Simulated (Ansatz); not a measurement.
All numbers below come from DFT PBE, scalar-relativistic, plane waves, PAW in Ansatz. Settings: cutoff 420 eV, Γ-centred meshes spaced at most about 0.3 Å⁻¹ (2π included), Gaussian smearing. No spin polarisation.

All energies are static (0 K, no zero-point motion).

Question: Which of these relaxed structures of HfSi2O6 is the lowest in energy?
A.

```
Hf Si O
1.0
     2.60787   -4.94798    0.00000
     2.60787    4.94798    0.00000
     0.00000    0.00000    6.01964
Hf Si O
1 2 6
Direct
  0.50000 0.50000 0.00000
  0.50000 0.00000 0.34434
  0.00000 0.50000 0.65566
  0.82331 0.58897 0.81125
  0.22341 0.77659 0.50000
  0.58897 0.82331 0.18875
  0.17669 0.41103 0.81125
  0.77659 0.22341 0.50000
  0.41103 0.17669 0.18875
```

B.

```
Hf Si O
1.0
    -1.68500    1.68500    7.23516
     1.68500   -1.68500    7.23516
     1.68500    1.68500   -7.23516
Hf Si O
1 2 6
Direct
  0.00000 0.00000 0.00000
  0.32949 0.32949 0.00000
  0.67051 0.67051 0.00000
  0.90792 0.40792 0.50000
  0.25000 0.75000 0.50000
  0.59208 0.09208 0.50000
  0.75000 0.25000 0.50000
  0.09208 0.59208 0.50000
  0.40792 0.90792 0.50000
```

C.

```
Hf Si O
1.0
     3.56514    0.00000    0.00000
    -1.78257    3.08750    0.00000
     0.00000    0.00000    7.47099
Hf Si O
1 2 6
Direct
  0.00000 0.00000 0.00000
  0.33333 0.66667 0.64904
  0.66667 0.33333 0.35096
  0.33333 0.66667 0.89306
  0.66667 0.33333 0.58113
  0.00000 0.00000 0.28387
  0.00000 0.00000 0.71613
  0.33333 0.66667 0.41887
  0.66667 0.33333 0.10694
```

Answer: A. The next of these, C, lies 0.83 eV/atom higher. Forms: A C222; C P-3m1; B I4/mmm. Counting O atoms around Hf and Si (those within 1.25 times the shortest such distance or 1.15 times the sum of covalent radii; a plus sign parts nearer from farther groups): A has Hf 4, Si 4; C has Hf 8, Si 2+6; B has Hf 8, Si 8. All come from invented guesses. Shaken at random and relaxed again, A falls into a cell with space group C2 (No. 5), 7 meV/atom lower and the lowest form computed, so it is a saddle point or a shallow minimum.

These runs have no spin–orbit coupling, which can matter for Hf. Cells without such a test can be saddle points. Some candidate types were left out of the draw beforehand, so a known form may be missing.
